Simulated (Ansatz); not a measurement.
Consider InN in the zinc blende structure (space group F-43m, No. 216; a = 4.999 Å). Axes: x, y, z lie along the cube axes.

Calculations: r2SCAN (Ansatz, an electronic-structure program, PAW, no spin-orbit coupling).

Strains are applied to the cell and any free atomic positions relax; under biaxial strain the out-of-plane vector relaxes too; under stress the whole cell relaxes.

One change was made to it. Results:

The energy rises by 102 meV/atom; the band gap stays zero.

Problem. Which change produced these results?
(A) biaxial strain −3.74 %, plane normal [110], relaxed out of plane
(B) uniaxial stress, 3 GPa compression along z
(C) isotropic strain +4.40 %
(D) biaxial strain +3.64 %, plane normal [111], relaxed out of plane

Solution. C, isotropic strain +4.40 %. For comparison, the energy relative to the base in the other runs: biaxial strain +3.64 %, plane normal [111], relaxed out of plane gives +34 meV/atom; uniaxial stress, 3 GPa compression along z gives +7.0 meV/atom; biaxial strain −3.74 %, plane normal [110], relaxed out of plane gives +34 meV/atom.

A case with no gap was solved on a k-mesh chosen for an insulator, which is coarse for it. Stability under load was not tested beyond the relaxation. The final runs are not spin-polarised. Gaps under 0.05 eV, about the width of the smearing, are given as zero. This is not the structure that InN has at room temperature and ambient pressure. A zero or small gap of InN can be the functional's error rather than a property of the material.
